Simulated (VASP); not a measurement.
Computed with r2SCAN meta-GGA with spin-orbit coupling, VASP's PBE PAW potentials (set 64) (plane waves; VASP).

VASP input:

**KPOINTS**
```
Automatic mesh
0
G
  7 7 7
```

### POSCAR
```
LiI
1
   -0.0000000000     2.9976166502     2.9976166502
    2.9976166502    -0.0000000000     2.9976166502
    2.9976166502     2.9976166502    -0.0000000000
Li I
1 1
Direct
  1.0000000000   0.0000000000   0.0000000000
  0.5000000000   0.5000000000   0.5000000000
```

**KPOINTS_OPT**
```
k-points along high-symmetry lines
8
Line-mode
Reciprocal
  0.000000   0.000000   0.000000 ! GAMMA
  0.500000   0.000000   0.500000 ! X

  0.500000   0.000000   0.500000 ! X
  0.625000   0.250000   0.625000 ! U

  0.375000   0.375000   0.750000 ! K
  0.000000   0.000000   0.000000 ! GAMMA

  0.000000   0.000000   0.000000 ! GAMMA
  0.500000   0.500000   0.500000 ! L

  0.500000   0.500000   0.500000 ! L
  0.500000   0.250000   0.750000 ! W

  0.500000   0.250000   0.750000 ! W
  0.500000   0.000000   0.500000 ! X
```

INCAR:
```
SYSTEM = LiI
PREC = Accurate
ENCUT = 520
EDIFF = 1E-6
NELM = 100
ALGO = Normal
LREAL = .FALSE.
LASPH = .TRUE.
ISMEAR = 0
SIGMA = 0.05
METAGGA = R2SCAN
LMIXTAU = .TRUE.
LMAXMIX = 4
LWAVE = .FALSE.
LCHARG = .FALSE.
LSORBIT = .TRUE.
MAGMOM = 0 0 0 0 0 0
GGA_COMPAT = .FALSE.
```

POTCAR, in this order: Li_sv I (PBE.64 set). Program: vasp_ncl.

What VASP printed:

### OSZICAR
```
       N       E                     dE             d eps       ncg     rms          rms(c)
DAV:   1     0.265276859262E+02    0.26528E+02   -0.38339E+03   720   0.102E+03
DAV:   2    -0.259041612581E+02   -0.52432E+02   -0.50770E+02   942   0.195E+02
DAV:   3    -0.310041689241E+02   -0.51000E+01   -0.50738E+01  1316   0.512E+01
DAV:   4    -0.311460274320E+02   -0.14186E+00   -0.14166E+00  1016   0.101E+01
DAV:   5    -0.311528562097E+02   -0.68288E-02   -0.68273E-02  1054   0.171E+00    0.430E+00
DAV:   6    -0.297089335108E+02    0.14439E+01   -0.25415E-01   870   0.484E+00    0.326E+00
DAV:   7    -0.297093096686E+02   -0.37616E-03   -0.10568E-01   778   0.352E+00    0.174E+00
DAV:   8    -0.297309992580E+02   -0.21690E-01   -0.12107E-01   732   0.396E+00    0.330E-01
DAV:   9    -0.298063901462E+02   -0.75391E-01   -0.38092E-02   742   0.297E+00    0.167E-01
DAV:  10    -0.298053721824E+02    0.10180E-02   -0.15130E-03   904   0.493E-01    0.180E-01
DAV:  11    -0.298079875678E+02   -0.26154E-02   -0.38834E-04   772   0.312E-01    0.156E-01
DAV:  12    -0.298106701316E+02   -0.26826E-02   -0.19978E-03   740   0.532E-01    0.235E-01
DAV:  13    -0.298103353359E+02    0.33480E-03   -0.16529E-03   732   0.583E-01    0.168E-01
DAV:  14    -0.298110542242E+02   -0.71889E-03   -0.33459E-04   752   0.258E-01    0.658E-02
DAV:  15    -0.298112148646E+02   -0.16064E-03   -0.12083E-04   744   0.162E-01    0.225E-02
DAV:  16    -0.298112598093E+02   -0.44945E-04   -0.18343E-05   784   0.647E-02    0.285E-02
DAV:  17    -0.298112722703E+02   -0.12461E-04   -0.51321E-06   768   0.344E-02    0.341E-02
DAV:  18    -0.298112965469E+02   -0.24277E-04   -0.17726E-05   736   0.610E-02    0.653E-03
DAV:  19    -0.298112893226E+02    0.72243E-05   -0.97099E-07   760   0.139E-02    0.103E-02
DAV:  20    -0.298112900263E+02   -0.70372E-06   -0.12795E-07   466   0.554E-03
   1 F= -.29811290E+02 E0= -.29811290E+02  d E =-.976604E-11  mag=     0.0000     0.0000     0.0000
       N       E                     dE             ncg
       N       E                     dE             ncg
       N       E                     dE             ncg
```

File OUTCAR:
```
------------------------ aborting loop because EDIFF is reached ----------------------------------------
  FORCE on cell =-STRESS in cart. coord.  units (eV):
  Direction    XX          YY          ZZ          XY          YZ          ZX
  --------------------------------------------------------------------------------------
  Total       -0.0026452     -0.0026452     -0.0026452      0.0000000      0.0000000     -0.0000000
  in kB       -0.0786705     -0.0786705     -0.0786705      0.0000000      0.0000000     -0.0000000
  external PRESSURE =      -0.0786705 kB  Pullay stress =       0.0000000 kB
  volume of cell :       53.87
      direct lattice vectors                 reciprocal lattice vectors
     0.000000000  2.997616650  2.997616650    -0.166799180  0.166799180  0.166799180
     2.997616650  0.000000000  2.997616650     0.166799180 -0.166799180  0.166799180
     2.997616650  2.997616650  0.000000000     0.166799180  0.166799180 -0.166799180
 POSITION                                       TOTAL-FORCE (eV/Angst)
 -----------------------------------------------------------------------------------
      0.00000      0.00000      0.00000         0.000000     -0.000000      0.000000
      2.99762      2.99762      2.99762        -0.000000      0.000000     -0.000000
 -----------------------------------------------------------------------------------
    total drift:                               -0.000000     -0.000000     -0.000000
  FREE ENERGIE OF THE ION-ELECTRON SYSTEM (eV)
  ---------------------------------------------------
  free  energy   TOTEN  =       -29.8112900263 eV

  energy  without entropy=      -29.8112900263  energy(sigma->0) =      -29.81129003

 Ion:    1  E_soc:     -0.0000002

 Ion:    2  E_soc:     -0.2280436
```
(Selected blocks of OUTCAR.)

**OUTCAR**
```
 val. band max:        2.2481301289   @ k =   0.0000   0.0000   0.0000

 cond. band min:       7.0870657978   @ k =   0.4286   0.4286   0.0000


 Fermi energy:         2.4520869316

 k-point     1 :       0.0000    0.0000    0.0000
  band No.  band energies     occupation
      1     -44.8923      1.00000
      2     -44.8923      1.00000
      3     -10.1212      1.00000
      4     -10.1212      1.00000
      5       1.1730      1.00000
      6       1.1730      1.00000
      7       2.2481      1.00000
      8       2.2481      1.00000
      9       2.2481      1.00000
     10       2.2481      1.00000
     11       7.1387      0.00000
     12       7.1387      0.00000
     13      10.7568      0.00000
     14      10.7568      0.00000
     15      10.7568      0.00000
     16      10.7568      0.00000
     17      10.8188      0.00000
     18      10.8188      0.00000

 k-point     2 :       0.1429    0.0000    0.0000
  band No.  band energies     occupation
      1     -44.8921      1.00000
      2     -44.8921      1.00000
      3     -10.0255      1.00000
      4     -10.0255      1.00000
      5       0.8055      1.00000
      6       0.8055      1.00000
      7       1.7906      1.00000
      8       1.7906      1.00000
      9       2.1836      1.00000
     10       2.1836      1.00000
     11       7.6831      0.00000
     12       7.6831      0.00000
     13      10.3000      0.00000
     14      10.3000      0.00000
     15      10.5781      0.00000
     16      10.5781      0.00000
     17      10.6142      0.00000
     18      10.6142      0.00000

 k-point     3 :       0.2857    0.0000    0.0000
  band No.  band energies     occupation
      1     -44.8921      1.00000
      2     -44.8921      1.00000
      3      -9.7930      1.00000
      4      -9.7930      1.00000
      5      -0.2746      1.00000
      6      -0.2746      1.00000
      7       1.4452      1.00000
      8       1.4452      1.00000
      9       2.0505      1.00000
...
```

The compound is LiI in the rock salt structure. It was relaxed first.
